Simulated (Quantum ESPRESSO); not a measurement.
A calculation with Quantum ESPRESSO 7.5 of Ge (native input, structure typed inline):

File pw.in:

```
&CONTROL
  calculation = 'scf'
  prefix = 'pwscf'
  outdir = './tmp'
  pseudo_dir = './pseudo'
  tprnfor = .true.
  tstress = .true.
  disk_io = 'low'
/
&SYSTEM
  ibrav = 0
  nat = 4
  ntyp = 1
  ecutwfc = 55
  ecutrho = 440
  nbnd = 38
  occupations = 'smearing'
  smearing = 'fd'
  degauss = 0.00367493
/
&ELECTRONS
  conv_thr = 8d-10
  electron_maxstep = 120
  mixing_beta = 0.5
/
ATOMIC_SPECIES
Ge    72.6300 ge_pbe_v1.4.uspp.F.UPF
CELL_PARAMETERS angstrom
   3.9975858431    0.0000000000    0.0000000000
  -1.9987929216    3.4620108940    0.0000000000
   0.0000000000    0.0000000000    6.5993779500
ATOMIC_POSITIONS crystal
Ge     0.3333333333    0.6666666667    0.9370987500
Ge     0.6666666667    0.3333333333    0.4370987500
Ge     0.3333333333    0.6666666667    0.5629012500
Ge     0.6666666667    0.3333333333    0.0629012500
K_POINTS automatic
8 8 4 0 0 0
```

The input pp_density.in:

```
&INPUTPP
  prefix = 'pwscf'
  outdir = './tmp'
  filplot = 'density.dat'
  plot_num = 0
/
&PLOT
  nfile = 1
  filepp(1) = 'density.dat'
  iflag = 3
  output_format = 6
  fileout = 'density.cube'
/
```

pp_potential.in

```
&INPUTPP
  prefix = 'pwscf'
  outdir = './tmp'
  filplot = 'potential.dat'
  plot_num = 11
/
&PLOT
  nfile = 1
  filepp(1) = 'potential.dat'
  iflag = 3
  output_format = 6
  fileout = 'potential.cube'
/
```

Potentials or basis: SSSP 1.3 efficiency PBE.

Launch:

```bash
$ OMP_NUM_THREADS=1 mpirun -n 2 pw.x -nk 2 -in pw.in > pw.out
$ OMP_NUM_THREADS=1 mpirun -n 1 pp.x -in pp_density.in > pp_density.out
$ OMP_NUM_THREADS=1 mpirun -n 1 pp.x -in pp_potential.in > pp_potential.out
```

This isn't the form of Ge at room conditions, which is diamond.

**Question.** Write the same calculation in another form: ASE script, structure from a P1 CIF.

**Answer.** As run:

File run.py:

```python
import numpy as np
from ase.calculators.espresso import Espresso, EspressoProfile
from ase.io import read

atoms = read('Ge.cif')

input_data = {
    'control': {'calculation': 'scf', 'prefix': 'pwscf', 'outdir': './tmp', 'tprnfor': True, 'tstress': True, 'disk_io': 'nowf'},
    'system': {'ecutwfc': 55.0, 'ecutrho': 440.0, 'nbnd': 38, 'occupations': 'smearing', 'smearing': 'fd', 'degauss': 0.00367493},
    'electrons': {'conv_thr': 8e-10, 'electron_maxstep': 120, 'mixing_beta': 0.5},
}
pseudopotentials = {'Ge': 'ge_pbe_v1.4.uspp.F.UPF'}
profile = EspressoProfile(command='mpirun -n 2 pw.x -nk 2', pseudo_dir='pseudo')
dft = Espresso(profile=profile, input_data=input_data, pseudopotentials=pseudopotentials, kpts=(8, 8, 4), koffset=(0, 0, 0))
atoms.calc = dft

print(f'energy {atoms.get_potential_energy():.8f} eV')
print('forces (eV/A)')
print(np.round(atoms.get_forces(), 6))
print('stress (eV/A^3, Voigt)')
print(np.round(atoms.get_stress(), 8))
print(f'Fermi level {dft.get_fermi_level():.4f} eV')
```

The input Ge.cif:

```cif
data_Ge
_cell_length_a 3.99758584
_cell_length_b 3.99758584
_cell_length_c 6.59937795
_cell_angle_alpha 90.00000000
_cell_angle_beta 90.00000000
_cell_angle_gamma 120.00000000
_space_group_name_H-M_alt 'P1'
_space_group_name_Hall 'P 1'
_space_group_IT_number 1
loop_
_space_group_symop_operation_xyz
'x,y,z'
loop_
_atom_site_label
_atom_site_type_symbol
_atom_site_symmetry_multiplicity
_atom_site_Wyckoff_symbol
_atom_site_fract_x
_atom_site_fract_y
_atom_site_fract_z
_atom_site_occupancy
Ge1 Ge 1 a 0.3333333333 0.6666666667 0.9370987500 1
Ge2 Ge 1 a 0.6666666667 0.3333333333 0.4370987500 1
Ge3 Ge 1 a 0.3333333333 0.6666666667 0.5629012500 1
Ge4 Ge 1 a 0.6666666667 0.3333333333 0.0629012500 1
```

Potentials or basis: SSSP 1.3 efficiency PBE.

Command:

```sh
$ OMP_NUM_THREADS=1 python run.py
```

Both were run:

|  | native input, structure typed inline | ASE script, structure from a P1 CIF |
| --- | --- | --- |
| Pressure | 2.9 GPa | 2.9 GPa |
| Largest force | 0.013 eV/Å | 0.013 eV/Å |
| Band gap on the k mesh | 0.13 eV, direct | 0.13 eV, direct |

Keys that steer only the numerical path or the files written may differ.
